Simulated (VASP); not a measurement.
Zn:

```xyz
1
Lattice="2.6709 0.0000 0.0000 -1.3355 2.3131 0.0000 0.0000 0.0000 2.4956" Properties=species:S:1:pos:R:3 pbc="T T T"
Zn    0.0000    0.0000    0.0000
```

The cell was built by a generator and needn't be a form met in nature.

```yaml
Program: VASP 6.6.1
Task: relaxation of cell and atoms
Functional: PBEsol
Potentials_or_basis: VASP PAW PBE potentials, release 64 (Zn)
Cutoff: 600 eV
k_mesh: 24 × 24 × 22
Occupations: gaussian, width 0.1 eV
Spin: no spin polarisation
```

At the start: pressure 2.3 GPa; volume 15.42 Å³/atom.

Problem. Where does the relaxation end?

Solution. Over 30 steps the energy falls by 70.1 meV/atom and the volume is 16.25 Å³/atom (+5.4 %); space group P6/mmm (No. 191, to 0.05 Å).

The path:
| step | energy change (eV) | largest force (eV/Å) | pressure (GPa) | volume (Å³) |
| --- | --- | --- | --- | --- |
| 1 | 0.0000 | 0.0000 | 2.27 | 15.42 |
| 2 | -0.0346 | 0.0000 | -0.67 | 15.90 |
| 3 | -0.0474 | 0.0000 | -2.44 | 16.24 |
| 4 | -0.0572 | 0.0000 | -3.36 | 16.88 |
| 5 | -0.0672 | 0.0000 | 2.04 | 15.94 |
| 6 | -0.0700 | 0.0000 | 0.31 | 16.22 |
| 7 | -0.0700 | 0.0000 | 0.51 | 16.23 |
| 8 | -0.0662 | 0.0000 | -1.73 | 16.56 |
| 9 | -0.0699 | 0.0000 | -0.22 | 16.26 |
| 10 | -0.0700 | 0.0000 | -0.55 | 16.25 |
| 11 | -0.0699 | 0.0000 | 0.09 | 16.18 |
| 12 | -0.0699 | 0.0000 | -0.06 | 16.22 |
| 13 | -0.0700 | 0.0000 | 0.27 | 16.23 |
| 14 | -0.0700 | 0.0000 | 0.18 | 16.24 |
| 15 | -0.0700 | 0.0000 | -0.22 | 16.25 |
| 16 | -0.0700 | 0.0000 | 0.09 | 16.20 |
| 17 | -0.0700 | 0.0000 | 0.36 | 16.21 |
| 18 | -0.0700 | 0.0000 | 0.41 | 16.22 |
| 19 | -0.0700 | 0.0000 | 0.32 | 16.23 |
| 20 | -0.0700 | 0.0000 | 0.10 | 16.24 |
| 21 | -0.0700 | 0.0000 | 0.03 | 16.24 |
| 22 | -0.0700 | 0.0000 | -0.08 | 16.23 |
| 23 | -0.0700 | 0.0000 | -0.32 | 16.22 |
| 24 | -0.0700 | 0.0000 | 0.32 | 16.19 |
| 25 | -0.0700 | 0.0000 | 0.78 | 16.21 |
| 26 | -0.0700 | 0.0000 | 0.41 | 16.21 |
| 27 | -0.0700 | 0.0000 | 0.02 | 16.22 |
| 28 | -0.0700 | 0.0000 | 0.19 | 16.22 |
| 29 | -0.0700 | 0.0000 | 0.36 | 16.23 |
| 30 | -0.0701 | 0.0000 | 0.06 | 16.25 |

Final structure:
```
Zn
1.0
     2.52983    0.00000    0.00000
    -1.26491    2.19089    0.00000
     0.00000    0.00000    2.93202
Zn
1
Cartesian
  -1.2649 2.1909 0.0000
```

Caveat: the PAW data sets were made with another functional, which shifts forces and pressure a little.
